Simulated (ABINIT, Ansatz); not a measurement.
**Quasiparticle gap of SiC (P6_3mc) in ABINIT**

How does a plane-wave GW calculation on SiC (P6_3mc) run from the first input to the gap?

Program: ABINIT 10.8.3. Level of theory: PBE and many-body steps on it, plane waves. Results are calculated unless marked as measured.

**What was measured.**

- Gap 3.03 eV: indirect gap, experimental literature value; quoted from earlier experiment; bulk crystal (quoted in “Charge spill-out and work function of few-layer graphene on SiC(0001)”, 2018, arxiv:1806.04908).

- Gap 3 eV: optical absorption onset, approximate; UV-Vis-NIR transmission; bulk crystal (400 micron semi-insulating 6H-SiC wafer) (“Effects of energetic ion irradiation on WSe2/SiC heterostructures”, 2017, pmc:5482891).

- Gap 3.02 eV: band gap at cryogenic temperature; bulk crystal (literature value) (quoted in “Silicon carbide diodes for neutron detection”, 2020, arxiv:2009.14696).

Report form: the programs' logs are mostly left out.

**1. Starting point**

Symmetry: P6_3mc, No. 186, hexagonal system. Conventional cell: a = 3.077 Å, b = 3.077 Å, c = 15.098 Å, α = 90.00°, β = 90.00°, γ = 120.00°. Nearest to Si lie 4 C at 1.88 to 1.89 Å. Nearest to Si lie 4 C at 1.89 Å. Nearest to C lie 4 Si at 1.88 to 1.89 Å. C has 4 Si at 1.88 to 1.89 Å nearest. Nearest to C lie 4 Si at 1.89 Å. Farther neighbours are not listed.

The cell and positions are those that the Materials Project relaxed with its own functionals (PBE, PBE+U or r2SCAN), kept fixed.

**2. Ground state**

This step: ABINIT 10.8.3; DFT, PBE, plane waves, norm-conserving pseudopotentials.

The ground-state density comes first.

run.abi reads:

```
acell 3*1.0 Angstrom
rprim 
  3.076621010229 -0.000000000007 0.000000000000
  -1.538310505109 2.664431952678 0.000000000000
  0.000000000000 0.000000000000 15.098084320000
ntypat 2
znucl 14 6
natom 12
typat 1 1 1 1 1 1 2 2 2 2 2 2
xred 
  0.333333333333 0.666666666667 0.832986150000
  0.666666666667 0.333333333333 0.332986150000
  0.666666666667 0.333333333333 0.666500600000
  0.333333333333 0.666666666667 0.166500600000
  0.000000000000 0.000000000000 0.499729420000
  0.000000000000 0.000000000000 0.999729420000
  0.000000000000 0.000000000000 0.874366410000
  0.000000000000 0.000000000000 0.374366410000
  0.333333333333 0.666666666667 0.707996780000
  0.666666666667 0.333333333333 0.207996780000
  0.666666666667 0.333333333333 0.541521640000
  0.333333333333 0.666666666667 0.041521640000
pp_dirpath "pseudos"
pseudos "Si.upf, C.upf"
ecut 37
ngkpt 6 6 2
nshiftk 1
shiftk 0 0 0
kptopt 1
chksymbreak 0
nband 34
occopt 1
tolvrs 1e-10
nstep 60
prtwf 0
optforces 0
optstress 0
indata_prefix "in"
outdata_prefix "out"
tmpdata_prefix "tmp"
```

Started as:

```sh
> OMP_NUM_THREADS=1 mpirun -n 8 abinit run.abi > log
```

The job ended after 31 s (8 MPI ranks of Arm Neoverse V1, shared host; peak memory 0.83 GiB; 4.1 min of CPU time).

Numbers from this step:

```yaml
total_energy: -1676.7050 eV
gap: 2.027 eV
k_of_the_valence_top: 0, 0, 0
k_of_the_conduction_bottom: 0.5, 0, 0
least_direct_gap: 3.130 eV
```

The gap is indirect, with the least direct gap 1.10 eV higher.

**3. Bands along the symmetry lines**

Levels along a band path, at the cheap level, show where the edges lie and whether the meshes to come will hold them.

run.abi, as its differences from that of step 2:

```diff
@@ -25,14 +25,53 @@
 ecut 37
-ngkpt 6 6 2
-nshiftk 1
-shiftk 0 0 0
-kptopt 1
-chksymbreak 0
-nband 34
-occopt 1
-tolvrs 1e-10
-nstep 60
+iscf -2
+irdden 1
+kptopt 0
+nkpt 39
+kpt 
+  0.00000000 0.00000000 0.00000000
+  0.12500000 0.00000000 0.00000000
+  0.25000000 0.00000000 0.00000000
+  0.37500000 0.00000000 0.00000000
+  0.50000000 0.00000000 0.00000000
+  0.45833333 0.08333333 0.00000000
+  0.41666666 0.16666666 0.00000000
+  0.37500000 0.25000000 0.00000000
+  0.33333333 0.33333333 0.00000000
+  0.25000000 0.25000000 0.00000000
+  0.16666666 0.16666666 0.00000000
+  0.08333333 0.08333333 0.00000000
+  0.00000000 0.00000000 0.00000000
+  0.00000000 0.00000000 0.12500000
+  0.00000000 0.00000000 0.25000000
+  0.00000000 0.00000000 0.37500000
+  0.00000000 0.00000000 0.50000000
+  0.12500000 0.00000000 0.50000000
+  0.25000000 0.00000000 0.50000000
+  0.37500000 0.00000000 0.50000000
+  0.50000000 0.00000000 0.50000000
+  0.45833333 0.08333333 0.50000000
+  0.41666666 0.16666666 0.50000000
+  0.37500000 0.25000000 0.50000000
+  0.33333333 0.33333333 0.50000000
+  0.25000000 0.25000000 0.50000000
+  0.16666666 0.16666666 0.50000000
+  0.08333333 0.08333333 0.50000000
+  0.00000000 0.00000000 0.50000000
+  0.50000000 0.00000000 0.50000000
+  0.50000000 0.00000000 0.37500000
+  0.50000000 0.00000000 0.25000000
+  0.50000000 0.00000000 0.12500000
+  0.50000000 0.00000000 0.00000000
+  0.33333333 0.33333333 0.50000000
+  0.33333333 0.33333333 0.37500000
+  0.33333333 0.33333333 0.25000000
+  0.33333333 0.33333333 0.12500000
+  0.33333333 0.33333333 0.00000000
+istwfk *1
+nband 31
+nbdbuf 2
+tolwfr 1e-08
+nstep 40
 prtwf 0
-optforces 0
-optstress 0
+prtvol 0
 indata_prefix "in"
```

The job ended after 35 s (8 MPI ranks; peak memory 0.77 GiB).

Numbers from this step:

- gap: 2.022 eV
- k of the valence top: 0, 0, 0
- k of the conduction bottom: 0.5, 0, 0.25
- least direct gap: 3.130 eV

The gap is 2.022 eV, −0.004 eV from the run before at this level.

The electronic bands at the labelled points (eV, zero at the top of the highest filled band):

| point | band 21 | band 22 | band 23 | band 24 | band 25 | band 26 | band 27 | band 28 |
| --- | --- | --- | --- | --- | --- | --- | --- | --- |
| Γ | -0.30 | -0.04 | 0.00 | 0.00 | 5.20 | 5.37 | 5.78 | 6.29 |
| halfway | -1.15 | -1.12 | -0.71 | -0.53 | 3.68 | 3.91 | 4.39 | 5.02 |
| M | -1.82 | -1.79 | -1.67 | -1.10 | 2.03 | 2.22 | 3.22 | 3.90 |
| halfway | -2.44 | -2.23 | -2.01 | -1.77 | 2.85 | 3.53 | 4.51 | 4.95 |
| K | -3.16 | -2.22 | -2.08 | -2.08 | 3.49 | 3.49 | 3.78 | 5.08 |
| halfway | -1.79 | -1.74 | -1.30 | -0.72 | 4.82 | 4.88 | 4.98 | 5.07 |
| Γ | -0.30 | -0.04 | 0.00 | 0.00 | 5.20 | 5.37 | 5.78 | 6.29 |
| halfway | -0.20 | -0.20 | -0.03 | -0.03 | 5.22 | 5.34 | 5.86 | 6.20 |
| A | -0.10 | -0.10 | -0.10 | -0.10 | 5.27 | 5.27 | 6.02 | 6.02 |
| halfway | -1.00 | -1.00 | -0.71 | -0.71 | 3.79 | 3.79 | 4.74 | 4.74 |
| L | -1.72 | -1.72 | -1.31 | -1.31 | 2.07 | 2.07 | 3.44 | 3.44 |
| halfway | -2.68 | -2.68 | -1.67 | -1.67 | 3.22 | 3.22 | 4.49 | 4.49 |
| H | -2.64 | -2.64 | -2.27 | -2.27 | 3.67 | 3.67 | 4.35 | 4.35 |
| halfway | -1.96 | -1.96 | -0.85 | -0.85 | 4.75 | 4.75 | 5.14 | 5.14 |
| A | -0.10 | -0.10 | -0.10 | -0.10 | 5.27 | 5.27 | 6.02 | 6.02 |
| jump to L | -1.72 | -1.72 | -1.31 | -1.31 | 2.07 | 2.07 | 3.44 | 3.44 |
| halfway | -2.00 | -1.64 | -1.54 | -1.16 | 2.02 | 2.17 | 3.29 | 3.68 |
| M | -1.82 | -1.79 | -1.67 | -1.10 | 2.03 | 2.22 | 3.22 | 3.90 |
| jump to H | -2.64 | -2.64 | -2.27 | -2.27 | 3.67 | 3.67 | 4.35 | 4.35 |
| halfway | -2.99 | -2.34 | -2.16 | -2.16 | 3.58 | 3.58 | 3.94 | 4.84 |
| K | -3.16 | -2.22 | -2.08 | -2.08 | 3.49 | 3.49 | 3.78 | 5.08 |

**4. Empty states on the mesh, 3×3×1 mesh, 537 bands**

The sums over transitions need many empty states on a uniform mesh; this step solves for them.

run.abi reads:

```
acell 3*1.0 Angstrom
rprim 
  3.076621010229 -0.000000000007 0.000000000000
  -1.538310505109 2.664431952678 0.000000000000
  0.000000000000 0.000000000000 15.098084320000
ntypat 2
znucl 14 6
natom 12
typat 1 1 1 1 1 1 2 2 2 2 2 2
xred 
  0.333333333333 0.666666666667 0.832986150000
  0.666666666667 0.333333333333 0.332986150000
  0.666666666667 0.333333333333 0.666500600000
  0.333333333333 0.666666666667 0.166500600000
  0.000000000000 0.000000000000 0.499729420000
  0.000000000000 0.000000000000 0.999729420000
  0.000000000000 0.000000000000 0.874366410000
  0.000000000000 0.000000000000 0.374366410000
  0.333333333333 0.666666666667 0.707996780000
  0.666666666667 0.333333333333 0.207996780000
  0.666666666667 0.333333333333 0.541521640000
  0.333333333333 0.666666666667 0.041521640000
pp_dirpath "pseudos"
pseudos "Si.upf, C.upf"
ecut 37
ngkpt 3 3 1
nshiftk 1
shiftk 0 0 0
kptopt 1
chksymbreak 0
iscf -2
irdden 1
istwfk *1
nband 537
nbdbuf 48
tolwfr 1e-09
nstep 60
prtvol 0
indata_prefix "in"
outdata_prefix "out"
tmpdata_prefix "tmp"
```

Started as:

```sh
> OMP_NUM_THREADS=2 mpirun -n 3 abinit run.abi > log
```

Wall time 5 min (3 MPI ranks); peak memory 0.55 GiB.

This step gave:

```
gap                                                           : 2.828 eV
k of the valence top                                          : 0, 0, 0
k of the conduction bottom                                    : 0.3333, 0, 0
least direct gap                                              : 3.654 eV
k points computed                                             : 3
lowest point of the top converged band, above the valence top : 125.0222 eV
```

On this mesh the gap is 2.828 eV. The earlier step found 2.027 eV, so this mesh misses an edge.

**5. Screening, 3×3×1 mesh, 489 bands, screening to 217.7 eV**

The RPA dielectric matrix is built and inverted for each q.

This step: RPA screening on PBE, plane waves, norm-conserving pseudopotentials.

run.abi, as its differences from that of step 4:

```diff
@@ -30,10 +30,11 @@
 chksymbreak 0
-iscf -2
-irdden 1
 istwfk *1
-nband 537
-nbdbuf 48
-tolwfr 1e-09
-nstep 60
-prtvol 0
+occopt 1
+irdwfk 1
+optdriver 3
+nband 489
+ecuteps 8
+inclvkb 2
+awtr 1
+symchi 1
 indata_prefix "in"
```

Started as:

```sh
> OMP_NUM_THREADS=1 mpirun -n 8 abinit run.abi > log
```

Elapsed: 2.1 min, on 8 MPI ranks; peak memory 4.1 GiB.

This step gave:

```yaml
eps_infinity_with_local_fields_on_this_mesh_along_the_program_s_q_direction: 9.769
the_same_without_local_fields: 10.68
plasma_frequency: 23.12 eV
plane_waves_in_the_screening_matrix: 937
```

Local fields lower ε∞ by 9 %. On a Γ-centred mesh this coarse the value itself is usually too large, while a short band sum pulls it down.

**6. Self-energy, 3×3×1 mesh, 489 bands, screening to 217.7 eV**

The self-energy is evaluated for the states that the input lists, and the levels follow from it, in one-shot runs by the linearised quasiparticle equation.

This step: G0W0 on PBE, plane waves, norm-conserving pseudopotentials.

run.abi, as its differences from that of step 5:

```diff
@@ -33,8 +33,17 @@
 irdwfk 1
-optdriver 3
+optdriver 4
 nband 489
+gwcalctyp 0
+ecutsigx 37
+symsigma 1
+nkptgw 2
+kptgw 
+  0.0000000000 0.0000000000 0.0000000000
+  0.3333333333 0.0000000000 0.0000000000
+bdgw 
+  23 26
+  23 26
 ecuteps 8
-inclvkb 2
-awtr 1
-symchi 1
+irdscr 1
+ppmodel 1
 indata_prefix "in"
```

Wall time 95 s (8 MPI ranks); peak memory 4 GiB.

This step gave:

* G0W0 gap on the points computed: 3.590 eV
* starting gap on the mesh: 2.828 eV
* k of the valence top: 0, 0, 0
* k of the conduction bottom: 0.3333, 0, 0
* Z at the valence top: 0.788
* Z at the conduction bottom: 0.812
* least direct G0W0 gap on the computed points: 4.511 eV

The gap on the mesh goes from 2.83 eV to 3.59 eV, a correction of +0.76 eV. The start differs from the 2.03 eV found before because the two sample other k points.

Limits: finite bands, cutoff and mesh; coarse k mesh. v1 is the top filled band, c1 the lowest empty one. The levels before and after the correction (eV, zero at the valence-band top of each column):

|  | conduction bottom | valence top |
| --- | --- | --- |
| Kohn-Sham | 2.83 | 0.00 |
| G0W0 | 3.59 | 0.00 |

|  | level | energy (eV) |
| --- | --- | --- |
| Kohn-Sham | Γ v2-v1 | 0.000 |
| Kohn-Sham | Γ c1 | 5.203 |
| Kohn-Sham | Γ c2 | 5.373 |
| Kohn-Sham | (0.333 0 0) v2 | -1.084 |
| Kohn-Sham | (0.333 0 0) v1 | -0.826 |
| Kohn-Sham | (0.333 0 0) c1 | 2.828 |
| Kohn-Sham | (0.333 0 0) c2 | 2.916 |
| G0W0 | Γ v2-v1 | 0.000 |
| G0W0 | Γ c1 | 6.131 |
| G0W0 | Γ c2 | 6.293 |
| G0W0 | (0.333 0 0) v2 | -1.144 |
| G0W0 | (0.333 0 0) v1 | -0.921 |
| G0W0 | (0.333 0 0) c1 | 3.590 |
| G0W0 | (0.333 0 0) c2 | 3.692 |

**7. Where the time went**

Times are wall times on the hardware named with each run. The host was busy with other work, so they are no guide to cost.

| step | time | share | memory (GiB) |
| --- | --- | --- | --- |
| ground state | 31 s | 5 % | 0.83 |
| bands along the symmetry lines | 35 s | 6 % | 0.77 |
| empty states on the mesh | 5 min | 51 % | 0.55 |
| screening | 2.1 min | 22 % | 4.1 |
| self-energy | 95 s | 16 % | 4.0 |

**8. Summary of results**

| Property | Result |
| --- | --- |
| PBE gap | 2.02 eV, indirect |
| G0W0 gap on the mesh | 3.59 eV |
| G0W0 gap over the zone (rigid shift) | 2.78 eV |
| GW settings | 3×3×1 mesh, 489 bands, screening to 217.7 eV, Godby-Needs plasmon pole |
| known limits | not at the basis limit; coarse k mesh |

What this shows: G0W0 moves the gap on the mesh from 2.83 eV to 3.59 eV (+0.76 eV), with Z of 0.79 and 0.81 at the edges. The mesh misses the band edges by 0.81 eV in all; a rigid shift gives 2.78 eV for the zone. Local fields lower the RPA ε∞ on this mesh from 10.68 to 9.77; a Γ-centred mesh this coarse tends to raise both, most where the direct gap is narrow, while a short band sum lowers them. Only 2 of the mesh's irreducible points were corrected, so a valley elsewhere could overtake. The dearest step here is «empty states on the mesh». Against experiment, by G0W0@PBE: the gap of 2.78 eV lies −0.25 eV from the measured 3.03 eV (indirect, quoted 2018); the gap of 2.78 eV lies −0.22 eV from the measured 3 eV (optical, 2017); the gap of 2.78 eV lies −0.24 eV from the measured 3.02 eV (kind not stated, quoted 2020). An exciton line or allowed optical edge lies below the quasiparticle gap by the binding energy; a forbidden edge can push the onset above it. The calculation has static nuclei and no excitons; a measured gap holds zero-point and thermal motion, which mostly lowers it. Bands and cutoff are finite, so the gap is not at the basis limit. The miss can reach some tenths of an eV and take either sign; the mesh is an error of its own. In the G0W0 run levels were corrected at 2 k points alone, so a gap called «on the mesh» is the least over those, and an edge elsewhere would be missed. A denser mesh or path gives a starting gap of 2.02 eV: the GW mesh misses a band edge, so its gaps are not the fundamental one. The 3×3×1 mesh is coarse for this cell, which bears on the long-range parts of exchange and screening.

[Paths, hosts, dates, memory and timing lines, banners, echoed tables and standing remarks are left out of the program output.]

[Logs are printed without paths, hosts, clocks, repeated set-up lines and the standing remarks that a program may print on its own settings, such as how far it seeks lower states.]

[Runs of the session that timed out or met a known fault of the program may be left out.]

[Hosts, paths, dates, database ids (printed as entryN), source tags and the programs' standing remarks are cut or masked in the printed files.]

[G0W0 gaps are taken among the corrected bands and points alone; a level outside them can change the order at an edge.]

[Where Ansatz stands beside ABINIT at settings called matched, ABINIT's density can come from a denser mesh and the files from another edition; pairs whose starting gaps differed by over 0.03 eV were left out, so agreement reads better than it is.]
